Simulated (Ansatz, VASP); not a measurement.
Given: the input of a run of VASP 6.6.1 on Sc.

File INCAR:

```
PREC = Accurate
ENCUT = 520
EDIFF = 1E-6
ISMEAR = -1
SIGMA = 0.05
LREAL = F
LASPH = T
NELM = 60
ALGO = Normal
ISIF = 2
LWAVE = F
LCHARG = F
GGA = CA
NBANDS = 18
```

Contents of KPOINTS:

```
regular mesh
0
Gamma
  9 9 5
```

The input POSCAR:

```
Sc
1.0
    3.3309145459      0.0000000000      0.0000000000
   -1.6654572730      2.8846566146      0.0000000000
    0.0000000000      0.0000000000      5.3082235343
Sc
2
Direct
    0.6666666667      0.3333333333      0.7500000000
    0.3333333333      0.6666666667      0.2500000000
```

Potentials or basis: VASP PAW LDA potentials, release 64 (Sc_sv).

Launch:

```bash
$ cat potpaw_LDA.64/Sc_sv/POTCAR > POTCAR
$ mpirun -np 1 vasp_std > vasp.out
```

Q: Set up the same calculation for Ansatz 0.2.0. Potentials there: all-electron LAPW, scalar-relativistic.

A: As run (the cutoff follows the program's own potentials):

Contents of input.yaml:

```yaml
crystal:
  lattice:
    - [3.3309145459, 0.0, 0.0]
    - [-1.665457273, 2.8846566146, 0.0]
    - [0.0, 0.0, 5.3082235343]
  atoms:
    - { symbol: Sc, position: [0.6666666667, 0.3333333333, 0.75] }
    - { symbol: Sc, position: [0.3333333333, 0.6666666667, 0.25] }
kpoints:
  mp_grid: { grid: [9, 9, 5] }
scf:
  occupations: { method: fermi_dirac, width: 0.05 }
hamiltonian:
  xc: lda
  pseudopotentials: { kind: all_electron, lapw: { basis_error: 0.001 } }
output:
  forces: true
  stress: true
  eigenvalues: true
```

Potentials or basis: all-electron LAPW, scalar-relativistic.

Launch:

```bash
$ ansatz run input.yaml --threads 1 --pin off --max-ram 3072MiB --backend cpu --events-out ev --progress --plain --runs-dir out
```

Both were run:

|  | VASP | Ansatz | Ansatz less VASP |
| --- | --- | --- | --- |
| gap on the k mesh at the Fermi level (eV) | none | none | - |
| pressure (GPa) | -6.1 | -6.1 | -0.03 |
| largest component of the traceless stress (GPa) | 1.07 | 1.07 | -0.003 |

A gap of «none» marks a metal or a gap that the smearing closes. Ansatz ran all-electron here, so the differences hold the error of VASP's frozen core and of both bases.
